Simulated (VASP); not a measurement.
Set up this calculation in VASP 6.6.1, as the native input.

- Task: single point
- Functional: PBE
- Potentials or basis: VASP PAW PBE potentials, release 64 (Zn)
- Cutoff: 520 eV
- k mesh: 18 × 18 × 18
- Occupations: gaussian, width 0.05 eV
- Spin: no spin polarisation
- Dipole correction: no
- Further INCAR settings: ALGO = Normal; EDIFF = 1e-07; NBANDS = 12

The structure of Zn lies in POSCAR:

```
Zn
1.0
   -1.5579542547      1.5579542547      1.5579542547
    1.5579542547     -1.5579542547      1.5579542547
    1.5579542547      1.5579542547     -1.5579542547
Zn
1
Direct
    0.0000000000      0.0000000000      0.0000000000
```

The cell was built by a generator and needn't be a form met in nature.

One way to write it, as run:

INCAR

```
SYSTEM = Zn
  ALGO = Normal
  EDIFF = 1E-7
  ENCUT = 520
  GGA = PE
  ISIF = 2
  ISMEAR = 0
  LASPH = .True.
  LCHARG = .False.
  LREAL = .False.
  LWAVE = .False.
  NBANDS = 12
  NELM = 60
  PREC = Accurate
  SIGMA = 0.05
```

KPOINTS

```
k-points
0
Gamma
  18 18 18
  0 0 0
```

Potentials or basis: VASP PAW PBE potentials, release 64 (Zn).

Run with:

```bash
$ cat potpaw_PBE.64/Zn/POTCAR > POTCAR
$ mpirun -np 1 vasp_std > vasp.out
```

Results of the run:

```
Pressure               : 1.4 GPa
Band gap on the k mesh : none (metal or under the smearing width)
```

Wall time 10 s on 1 thread of Intel(R) Xeon(R) 6975P-C (Granite Rapids) (shared host), peak memory 0.14 GiB.
